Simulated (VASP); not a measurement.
# Si (I4_1/amd) in VASP: a series of runs, part 5 of 6

VASP 6.6.1.

### Step 67. Equation of state, PBE, 15.40 Å³/atom

INCAR reads:

```
SYSTEM = Si
PREC = Accurate
ENCUT = 400
EDIFF = 1E-6
ISMEAR = 0
SIGMA = 0.05
LREAL = .FALSE.
LASPH = .TRUE.
NELM = 100
ALGO = Normal
ISIF = 2
LWAVE = .FALSE.
LCHARG = .FALSE.
GGA = PE
ADDGRID = .FALSE.
```

KPOINTS reads:

```
Automatic mesh
0
G
  7 7 7
  0 0 0
```

POSCAR reads:

```
Si
1.0
   -2.3948527653      2.3948527653      1.3424272893
    2.3948527653     -2.3948527653      1.3424272893
    2.3948527653      2.3948527653     -1.3424272893
Si
2
Direct
    0.5000000000      0.5000000000      0.0000000000
    0.2500000000      0.7500000000      0.5000000000
```

Launch:

```sh
$ cat potpaw_PBE.64/Si/POTCAR > POTCAR
$ mpirun -np 1 vasp_std > vasp.out
```

Wall time 4 s (1 thread of Intel Xeon Platinum 8488C (Sapphire Rapids), shared host); peak memory 0.13 GiB.

The run converged, but some of its settings lie outside the range that counts as converged, so its numbers aren't taken as properties of the crystal.

What came out:

| Property | Result |
| --- | --- |
| Free energy | -10.3033 eV |
| Pressure | -0.2 GPa |
| Band gap on the k mesh | none (metal or under the smearing width) |

Caveat: the k mesh is coarse (spacing up to 0.38 Å⁻¹), so the values aren't converged.

### Step 68. Equation of state, PBE, 14.50 Å³/atom

INCAR, as its differences from that of step 67:

```diff
@@ -2,3 +2,3 @@
 PREC = Accurate
-ENCUT = 400
+ENCUT = 550
 EDIFF = 1E-6
```

KPOINTS reads:

```
Automatic mesh
0
G
  6 6 6
  0 0 0
```

POSCAR reads:

```
Si
1.0
   -2.3474174111      2.3474174111      1.3158375487
    2.3474174111     -2.3474174111      1.3158375487
    2.3474174111      2.3474174111     -1.3158375487
Si
2
Direct
    0.5000000000      0.5000000000      0.0000000000
    0.2500000000      0.7500000000      0.5000000000
```

Launch:

```sh
$ cat potpaw_PBE.64/Si/POTCAR > POTCAR
$ mpirun -np 1 vasp_std > vasp.out
```

It took 5.4 s on 1 thread of Intel Xeon Platinum 8488C (Sapphire Rapids), shared host; peak memory 0.14 GiB.

The run converged, but some of its settings lie outside the range that counts as converged, so its numbers aren't taken as properties of the crystal.

What came out:

```
Free energy            : -10.1746 eV
Pressure               : 6.9 GPa
Band gap on the k mesh : none (metal or under the smearing width)
```

Caveat: the k mesh is coarse (spacing up to 0.46 Å⁻¹), so the values aren't converged.

### Step 69. Equation of state, PBE, 15.40 Å³/atom

INCAR is that of step 68.

KPOINTS is that of step 68.

POSCAR reads:

```
Si
1.0
   -2.3948527653      2.3948527653      1.3424272893
    2.3948527653     -2.3948527653      1.3424272893
    2.3948527653      2.3948527653     -1.3424272893
Si
2
Direct
    0.5000000000      0.5000000000      0.0000000000
    0.2500000000      0.7500000000      0.5000000000
```

Potentials or basis: VASP PAW PBE potentials, release 64 (Si).

Launch:

```sh
$ cat potpaw_PBE.64/Si/POTCAR > POTCAR
$ mpirun -np 1 vasp_std > vasp.out
```

Run time: 5.4 s. Hardware: 1 thread of Intel Xeon Platinum 8488C (Sapphire Rapids), shared host; peak memory 0.14 GiB.

These settings aren't checked as converged: the numbers below hold their error.

What came out:

| Quantity | Value |
| --- | --- |
| Free energy | -10.2082 eV |
| Pressure | -0.5 GPa |
| Band gap on the k mesh | none (metal or under the smearing width) |

Caveat: the k mesh is coarse (spacing up to 0.45 Å⁻¹), so the values aren't converged.

### Step 70. Equation of state, PBE, 14.50 Å³/atom

INCAR, as its differences from that of step 69:

```diff
@@ -2,3 +2,3 @@
 PREC = Accurate
-ENCUT = 550
+ENCUT = 450
 EDIFF = 1E-6
```

KPOINTS reads:

```
Automatic mesh
0
G
  7 7 7
  0 0 0
```

POSCAR reads:

```
Si
1.0
   -2.3474174111      2.3474174111      1.3158375487
    2.3474174111     -2.3474174111      1.3158375487
    2.3474174111      2.3474174111     -1.3158375487
Si
2
Direct
    0.5000000000      0.5000000000      0.0000000000
    0.2500000000      0.7500000000      0.5000000000
```

Launch:

```sh
$ cat potpaw_PBE.64/Si/POTCAR > POTCAR
$ mpirun -np 1 vasp_std > vasp.out
```

It took 6.1 s on 1 thread of Intel Xeon Platinum 8488C (Sapphire Rapids), shared host; peak memory 0.15 GiB.

These settings aren't checked as converged: the numbers below hold their error.

What came out:

```yaml
Free_energy: -10.2667 eV
Pressure: 7.1 GPa
Band_gap_on_the_k_mesh: none (metal or under the smearing width)
```

Caveat: the k mesh is coarse (spacing up to 0.39 Å⁻¹), so the values aren't converged.

### Step 71. Equation of state, PBE, 15.40 Å³/atom

INCAR is that of step 70.

KPOINTS is that of step 70.

POSCAR reads:

```
Si
1.0
   -2.3948527653      2.3948527653      1.3424272893
    2.3948527653     -2.3948527653      1.3424272893
    2.3948527653      2.3948527653     -1.3424272893
Si
2
Direct
    0.5000000000      0.5000000000      0.0000000000
    0.2500000000      0.7500000000      0.5000000000
```

Launch:

```sh
$ cat potpaw_PBE.64/Si/POTCAR > POTCAR
$ mpirun -np 1 vasp_std > vasp.out
```

Run time: 6.1 s. Hardware: 1 thread of Intel Xeon Platinum 8488C (Sapphire Rapids), shared host; peak memory 0.14 GiB.

These settings aren't checked as converged: the numbers below hold their error.

What came out:

| Quantity | Value |
| --- | --- |
| Free energy | -10.3038 eV |
| Pressure | -0.2 GPa |
| Band gap on the k mesh | none (metal or under the smearing width) |

Caveat: the k mesh is coarse (spacing up to 0.38 Å⁻¹), so the values aren't converged.

### Step 72. Equation of state, PBE, 14.50 Å³/atom

INCAR, as its differences from that of step 71:

```diff
@@ -4,3 +4,3 @@
 EDIFF = 1E-6
-ISMEAR = 0
+ISMEAR = -5
 SIGMA = 0.05
```

KPOINTS is that of step 71.

POSCAR reads:

```
Si
1.0
   -2.3474174111      2.3474174111      1.3158375487
    2.3474174111     -2.3474174111      1.3158375487
    2.3474174111      2.3474174111     -1.3158375487
Si
2
Direct
    0.5000000000      0.5000000000      0.0000000000
    0.2500000000      0.7500000000      0.5000000000
```

Potentials or basis: VASP PAW PBE potentials, release 64 (Si).

Launch:

```sh
$ cat potpaw_PBE.64/Si/POTCAR > POTCAR
$ mpirun -np 1 vasp_std > vasp.out
```

Wall time 6.7 s (1 thread of Intel Xeon Platinum 8488C (Sapphire Rapids), shared host); peak memory 0.15 GiB.

The run converged, but some of its settings lie outside the range that counts as converged, so its numbers aren't taken as properties of the crystal.

What came out:

```
Free energy            : -10.2612 eV
Pressure               : 6.6 GPa
Band gap on the k mesh : none (metal or under the smearing width)
```

Caveat: the k mesh is coarse (spacing up to 0.39 Å⁻¹), so the values aren't converged; tetrahedron occupations give inexact forces and stress in metals.

### Step 73. Equation of state, PBE, 15.40 Å³/atom

INCAR is that of step 72.

KPOINTS is that of step 72.

POSCAR reads:

```
Si
1.0
   -2.3948527653      2.3948527653      1.3424272893
    2.3948527653     -2.3948527653      1.3424272893
    2.3948527653      2.3948527653     -1.3424272893
Si
2
Direct
    0.5000000000      0.5000000000      0.0000000000
    0.2500000000      0.7500000000      0.5000000000
```

Launch:

```sh
$ cat potpaw_PBE.64/Si/POTCAR > POTCAR
$ mpirun -np 1 vasp_std > vasp.out
```

It took 6.7 s on 1 thread of Intel Xeon Platinum 8488C (Sapphire Rapids), shared host; peak memory 0.14 GiB.

The run converged, but some of its settings lie outside the range that counts as converged, so its numbers aren't taken as properties of the crystal.

What came out:

- Free energy: -10.2951 eV
- Pressure: -0.5 GPa
- Band gap on the k mesh: none (metal or under the smearing width)

Caveat: the k mesh is coarse (spacing up to 0.38 Å⁻¹), so the values aren't converged; tetrahedron occupations give inexact forces and stress in metals.

### Step 74. Equation of state, PBE, 14.50 Å³/atom

INCAR, as its differences from that of step 73:

```diff
@@ -2,5 +2,5 @@
 PREC = Accurate
-ENCUT = 450
+ENCUT = 550
 EDIFF = 1E-6
-ISMEAR = -5
+ISMEAR = 0
 SIGMA = 0.05
```

KPOINTS is that of step 73.

POSCAR reads:

```
Si
1.0
   -2.3474174111      2.3474174111      1.3158375487
    2.3474174111     -2.3474174111      1.3158375487
    2.3474174111      2.3474174111     -1.3158375487
Si
2
Direct
    0.5000000000      0.5000000000      0.0000000000
    0.2500000000      0.7500000000      0.5000000000
```

Launch:

```sh
$ cat potpaw_PBE.64/Si/POTCAR > POTCAR
$ mpirun -np 1 vasp_std > vasp.out
```

Run time: 6.2 s. Hardware: 1 thread of Intel Xeon Platinum 8488C (Sapphire Rapids), shared host; peak memory 0.15 GiB.

These settings aren't checked as converged: the numbers below hold their error.

Results:

| Item | Value |
| --- | --- |
| Free energy | -10.2669 eV |
| Pressure | 7.1 GPa |
| Band gap on the k mesh | none (metal or under the smearing width) |

Caveat: the k mesh is coarse (spacing up to 0.39 Å⁻¹), so the values aren't converged.

### Step 75. Equation of state, PBE, 15.40 Å³/atom

INCAR is that of step 74.

KPOINTS is that of step 74.

POSCAR reads:

```
Si
1.0
   -2.3948527653      2.3948527653      1.3424272893
    2.3948527653     -2.3948527653      1.3424272893
    2.3948527653      2.3948527653     -1.3424272893
Si
2
Direct
    0.5000000000      0.5000000000      0.0000000000
    0.2500000000      0.7500000000      0.5000000000
```

Potentials or basis: VASP PAW PBE potentials, release 64 (Si).

Launch:

```sh
$ cat potpaw_PBE.64/Si/POTCAR > POTCAR
$ mpirun -np 1 vasp_std > vasp.out
```

It took 6.1 s on 1 thread of Intel Xeon Platinum 8488C (Sapphire Rapids), shared host; peak memory 0.14 GiB.

The run converged, but some of its settings lie outside the range that counts as converged, so its numbers aren't taken as properties of the crystal.

Results:

```
Free energy            : -10.3039 eV
Pressure               : -0.2 GPa
Band gap on the k mesh : none (metal or under the smearing width)
```

Caveat: the k mesh is coarse (spacing up to 0.38 Å⁻¹), so the values aren't converged.

### Step 76. Equation of state, PBE, 14.50 Å³/atom

INCAR, as its differences from that of step 75:

```diff
@@ -1,3 +1,3 @@
 SYSTEM = Si
-PREC = Accurate
+PREC = Low
 ENCUT = 550
```

KPOINTS is that of step 75.

POSCAR reads:

```
Si
1.0
   -2.3474174111      2.3474174111      1.3158375487
    2.3474174111     -2.3474174111      1.3158375487
    2.3474174111      2.3474174111     -1.3158375487
Si
2
Direct
    0.5000000000      0.5000000000      0.0000000000
    0.2500000000      0.7500000000      0.5000000000
```

Launch:

```sh
$ cat potpaw_PBE.64/Si/POTCAR > POTCAR
$ mpirun -np 1 vasp_std > vasp.out
```

Run time: 3.9 s. Hardware: 1 thread of Intel Xeon Platinum 8488C (Sapphire Rapids), shared host; peak memory 0.11 GiB.

These settings aren't checked as converged: the numbers below hold their error.

What came out:

```yaml
Free_energy: -10.2667 eV
Pressure: 7.1 GPa
Band_gap_on_the_k_mesh: none (metal or under the smearing width)
```

Caveat: the k mesh is coarse (spacing up to 0.39 Å⁻¹), so the values aren't converged.

### Step 77. Equation of state, PBE, 15.40 Å³/atom

INCAR is that of step 76.

KPOINTS is that of step 76.

POSCAR reads:

```
Si
1.0
   -2.3948527653      2.3948527653      1.3424272893
    2.3948527653     -2.3948527653      1.3424272893
    2.3948527653      2.3948527653     -1.3424272893
Si
2
Direct
    0.5000000000      0.5000000000      0.0000000000
    0.2500000000      0.7500000000      0.5000000000
```

Launch:

```sh
$ cat potpaw_PBE.64/Si/POTCAR > POTCAR
$ mpirun -np 1 vasp_std > vasp.out
```

Wall time 3.8 s (1 thread of Intel Xeon Platinum 8488C (Sapphire Rapids), shared host); peak memory 0.11 GiB.

The run converged, but some of its settings lie outside the range that counts as converged, so its numbers aren't taken as properties of the crystal.

Results:

```
Free energy            : -10.3039 eV
Pressure               : -0.2 GPa
Band gap on the k mesh : none (metal or under the smearing width)
```

Caveat: the k mesh is coarse (spacing up to 0.38 Å⁻¹), so the values aren't converged.

### Step 78. Equation of state, PBE, 14.50 Å³/atom

INCAR, as its differences from that of step 77:

```diff
@@ -1,3 +1,3 @@
 SYSTEM = Si
-PREC = Low
+PREC = Normal
 ENCUT = 550
```

KPOINTS is that of step 77.

POSCAR reads:

```
Si
1.0
   -2.3474174111      2.3474174111      1.3158375487
    2.3474174111     -2.3474174111      1.3158375487
    2.3474174111      2.3474174111     -1.3158375487
Si
2
Direct
    0.5000000000      0.5000000000      0.0000000000
    0.2500000000      0.7500000000      0.5000000000
```

Potentials or basis: VASP PAW PBE potentials, release 64 (Si).

Launch:

```sh
$ cat potpaw_PBE.64/Si/POTCAR > POTCAR
$ mpirun -np 1 vasp_std > vasp.out
```

Wall time 4.1 s (1 thread of Intel Xeon Platinum 8488C (Sapphire Rapids), shared host); peak memory 0.12 GiB.

The run converged, but some of its settings lie outside the range that counts as converged, so its numbers aren't taken as properties of the crystal.

What came out:

| Item | Value |
| --- | --- |
| Free energy | -10.2669 eV |
| Pressure | 7.1 GPa |
| Band gap on the k mesh | none (metal or under the smearing width) |

Caveat: the k mesh is coarse (spacing up to 0.39 Å⁻¹), so the values aren't converged.

### Step 79. Equation of state, PBE, 15.40 Å³/atom

INCAR is that of step 78.

KPOINTS is that of step 78.

POSCAR reads:

```
Si
1.0
   -2.3948527653      2.3948527653      1.3424272893
    2.3948527653     -2.3948527653      1.3424272893
    2.3948527653      2.3948527653     -1.3424272893
Si
2
Direct
    0.5000000000      0.5000000000      0.0000000000
    0.2500000000      0.7500000000      0.5000000000
```

Launch:

```sh
$ cat potpaw_PBE.64/Si/POTCAR > POTCAR
$ mpirun -np 1 vasp_std > vasp.out
```

It took 4.1 s on 1 thread of Intel Xeon Platinum 8488C (Sapphire Rapids), shared host; peak memory 0.13 GiB.

These settings aren't checked as converged: the numbers below hold their error.

What came out:

| Quantity | Value |
| --- | --- |
| Free energy | -10.3039 eV |
| Pressure | -0.2 GPa |
| Band gap on the k mesh | none (metal or under the smearing width) |

Caveat: the k mesh is coarse (spacing up to 0.38 Å⁻¹), so the values aren't converged.

### Step 80. Equation of state, PBE, 14.50 Å³/atom

INCAR, as its differences from that of step 79:

```diff
@@ -1,3 +1,3 @@
 SYSTEM = Si
-PREC = Normal
+PREC = Accurate
 ENCUT = 550
@@ -6,3 +6,3 @@
 SIGMA = 0.05
-LREAL = .FALSE.
+LREAL = Auto
 LASPH = .TRUE.
```

KPOINTS is that of step 79.

POSCAR reads:

```
Si
1.0
   -2.3474174111      2.3474174111      1.3158375487
    2.3474174111     -2.3474174111      1.3158375487
    2.3474174111      2.3474174111     -1.3158375487
Si
2
Direct
    0.5000000000      0.5000000000      0.0000000000
    0.2500000000      0.7500000000      0.5000000000
```

Launch:

```sh
$ cat potpaw_PBE.64/Si/POTCAR > POTCAR
$ mpirun -np 1 vasp_std > vasp.out
```

Wall time 9.1 s (1 thread of Intel Xeon Platinum 8488C (Sapphire Rapids), shared host); peak memory 0.15 GiB.

These settings aren't checked as converged: the numbers below hold their error.

Results:

```yaml
Free_energy: -10.2676 eV
Pressure: 7.1 GPa
Band_gap_on_the_k_mesh: none (metal or under the smearing width)
```

Caveat: the k mesh is coarse (spacing up to 0.39 Å⁻¹), so the values aren't converged.

### Step 81. Equation of state, PBE, 15.40 Å³/atom

INCAR is that of step 80.

KPOINTS is that of step 80.

POSCAR reads:

```
Si
1.0
   -2.3948527653      2.3948527653      1.3424272893
    2.3948527653     -2.3948527653      1.3424272893
    2.3948527653      2.3948527653     -1.3424272893
Si
2
Direct
    0.5000000000      0.5000000000      0.0000000000
    0.2500000000      0.7500000000      0.5000000000
```

Potentials or basis: VASP PAW PBE potentials, release 64 (Si).

Launch:

```sh
$ cat potpaw_PBE.64/Si/POTCAR > POTCAR
$ mpirun -np 1 vasp_std > vasp.out
```

Run time: 8.9 s. Hardware: 1 thread of Intel Xeon Platinum 8488C (Sapphire Rapids), shared host; peak memory 0.15 GiB.

The run converged, but some of its settings lie outside the range that counts as converged, so its numbers aren't taken as properties of the crystal.

Results:

| Item | Value |
| --- | --- |
| Free energy | -10.3046 eV |
| Pressure | -0.2 GPa |
| Band gap on the k mesh | none (metal or under the smearing width) |

Caveat: the k mesh is coarse (spacing up to 0.38 Å⁻¹), so the values aren't converged.

### Step 82. Equation of state, PBE, 14.50 Å³/atom

INCAR, as its differences from that of step 81:

```diff
@@ -3,6 +3,6 @@
 ENCUT = 550
-EDIFF = 1E-6
+EDIFF = 1E-4
 ISMEAR = 0
 SIGMA = 0.05
-LREAL = Auto
+LREAL = .FALSE.
 LASPH = .TRUE.
```

KPOINTS is that of step 81.

POSCAR reads:

```
Si
1.0
   -2.3474174111      2.3474174111      1.3158375487
    2.3474174111     -2.3474174111      1.3158375487
    2.3474174111      2.3474174111     -1.3158375487
Si
2
Direct
    0.5000000000      0.5000000000      0.0000000000
    0.2500000000      0.7500000000      0.5000000000
```

Launch:

```sh
$ cat potpaw_PBE.64/Si/POTCAR > POTCAR
$ mpirun -np 1 vasp_std > vasp.out
```

It took 5.3 s on 1 thread of Intel Xeon Platinum 8488C (Sapphire Rapids), shared host; peak memory 0.15 GiB.

These settings aren't checked as converged: the numbers below hold their error.

What came out:

* Free energy: -10.2669 eV
* Pressure: 7.1 GPa
* Band gap on the k mesh: none (metal or under the smearing width)

Caveat: the k mesh is coarse (spacing up to 0.39 Å⁻¹), so the values aren't converged.

### Step 83. Equation of state, PBE, 15.40 Å³/atom

INCAR is that of step 82.

KPOINTS is that of step 82.

POSCAR reads:

```
Si
1.0
   -2.3948527653      2.3948527653      1.3424272893
    2.3948527653     -2.3948527653      1.3424272893
    2.3948527653      2.3948527653     -1.3424272893
Si
2
Direct
    0.5000000000      0.5000000000      0.0000000000
    0.2500000000      0.7500000000      0.5000000000
```

Launch:

```sh
$ cat potpaw_PBE.64/Si/POTCAR > POTCAR
$ mpirun -np 1 vasp_std > vasp.out
```

Run time: 5.3 s. Hardware: 1 thread of Intel Xeon Platinum 8488C (Sapphire Rapids), shared host; peak memory 0.15 GiB.

These settings aren't checked as converged: the numbers below hold their error.

What came out:

```
Free energy            : -10.3039 eV
Pressure               : -0.2 GPa
Band gap on the k mesh : none (metal or under the smearing width)
```

Caveat: the k mesh is coarse (spacing up to 0.38 Å⁻¹), so the values aren't converged.

### Step 84. Equation of state, PBE, 14.50 Å³/atom

INCAR, as its differences from that of step 83:

```diff
@@ -2,4 +2,4 @@
 PREC = Accurate
-ENCUT = 550
-EDIFF = 1E-4
+ENCUT = 450
+EDIFF = 1E-6
 ISMEAR = 0
```

KPOINTS reads:

```
Automatic mesh
0
G
  8 8 8
  0 0 0
```

POSCAR reads:

```
Si
1.0
   -2.3474174111      2.3474174111      1.3158375487
    2.3474174111     -2.3474174111      1.3158375487
    2.3474174111      2.3474174111     -1.3158375487
Si
2
Direct
    0.5000000000      0.5000000000      0.0000000000
    0.2500000000      0.7500000000      0.5000000000
```

Potentials or basis: VASP PAW PBE potentials, release 64 (Si).

Launch:

```sh
$ cat potpaw_PBE.64/Si/POTCAR > POTCAR
$ mpirun -np 1 vasp_std > vasp.out
```

Wall time 7.6 s (1 thread of Intel Xeon Platinum 8488C (Sapphire Rapids), shared host); peak memory 0.14 GiB.

The run converged, but some of its settings lie outside the range that counts as converged, so its numbers aren't taken as properties of the crystal.

What came out:

```
Free energy            : -10.2209 eV
Pressure               : 7.3 GPa
Band gap on the k mesh : none (metal or under the smearing width)
```

### Step 85. Equation of state, PBE, 15.40 Å³/atom

INCAR is that of step 84.

KPOINTS is that of step 84.

POSCAR reads:

```
Si
1.0
   -2.3948527653      2.3948527653      1.3424272893
    2.3948527653     -2.3948527653      1.3424272893
    2.3948527653      2.3948527653     -1.3424272893
Si
2
Direct
    0.5000000000      0.5000000000      0.0000000000
    0.2500000000      0.7500000000      0.5000000000
```

Launch:

```sh
$ cat potpaw_PBE.64/Si/POTCAR > POTCAR
$ mpirun -np 1 vasp_std > vasp.out
```

It took 7.8 s on 1 thread of Intel Xeon Platinum 8488C (Sapphire Rapids), shared host; peak memory 0.15 GiB.

These settings aren't checked as converged: the numbers below hold their error.

What came out:

| Item | Value |
| --- | --- |
| Free energy | -10.2591 eV |
| Pressure | -0.1 GPa |
| Band gap on the k mesh | none (metal or under the smearing width) |

### Step 86. Equation of state, PBE, 14.50 Å³/atom

INCAR, as its differences from that of step 85:

```diff
@@ -2,3 +2,3 @@
 PREC = Accurate
-ENCUT = 450
+ENCUT = 900
 EDIFF = 1E-6
```

KPOINTS reads:

```
Automatic mesh
0
G
  6 6 6
  0 0 0
```

POSCAR reads:

```
Si
1.0
   -2.3474174111      2.3474174111      1.3158375487
    2.3474174111     -2.3474174111      1.3158375487
    2.3474174111      2.3474174111     -1.3158375487
Si
2
Direct
    0.5000000000      0.5000000000      0.0000000000
    0.2500000000      0.7500000000      0.5000000000
```

Launch:

```sh
$ cat potpaw_PBE.64/Si/POTCAR > POTCAR
$ mpirun -np 1 vasp_std > vasp.out
```

It took 8.3 s on 1 thread of Intel Xeon Platinum 8488C (Sapphire Rapids), shared host; peak memory 0.19 GiB.

These settings aren't checked as converged: the numbers below hold their error.

What came out:

```
Free energy            : -10.1748 eV
Pressure               : 6.9 GPa
Band gap on the k mesh : none (metal or under the smearing width)
```

Caveat: the k mesh is coarse (spacing up to 0.46 Å⁻¹), so the values aren't converged.

[end of part 5 of 6]
